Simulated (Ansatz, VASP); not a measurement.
One calculation of TaN, two programs

```
CELL_PARAMETERS angstrom
0.00000 2.13542 2.17900
2.13542 0.00000 2.17900
2.13542 2.13542 0.00000
ATOMIC_POSITIONS crystal
Ta 0.50000 0.50000 0.50000
N 0.00000 0.00000 0.00000
```

Change from the starting cell: equal xx and yy strain of -2 %, crystal datasets.

Alike in both runs: task electric field gradients; functional PBE; k mesh 9 × 9 × 9; occupations fermi-dirac, width 0.02 eV; no spin polarisation.

|  | VASP | Ansatz |
| --- | --- | --- |
| version | VASP 6.6.1 | Ansatz 0.2.0 |
| potentials or method | VASP PAW PBE potentials, release 64 (Ta_pv, N), cutoff 520 eV | all-electron PAW with datasets made for the crystal, scalar-relativistic |

Ansatz gave:

| Quantity | Value |
| --- | --- |
| pressure (GPa) | 32.1 |
| largest component of the traceless stress (GPa) | 12.09 |
| Vzz of the field gradient on the site that differs most (V/Å²) | 96.9 |

Question: Estimate VASP's values.

Answer: Pressure (GPa): 33.4; largest component of the traceless stress (GPa): 12.20; Vzz of the field gradient on the site that differs most (V/Å²): 96.5.

Ansatz ran all-electron here, so the differences hold the error of VASP's frozen core and of both bases. Ansatz warned: «gradients_without_spin_orbit».

Caveats: so large a pressure means that the cell lies far from this level's equilibrium, or that cutoff or potentials fall short (VASP). The runs have no spin-orbit coupling, so splittings on Ta are missing.
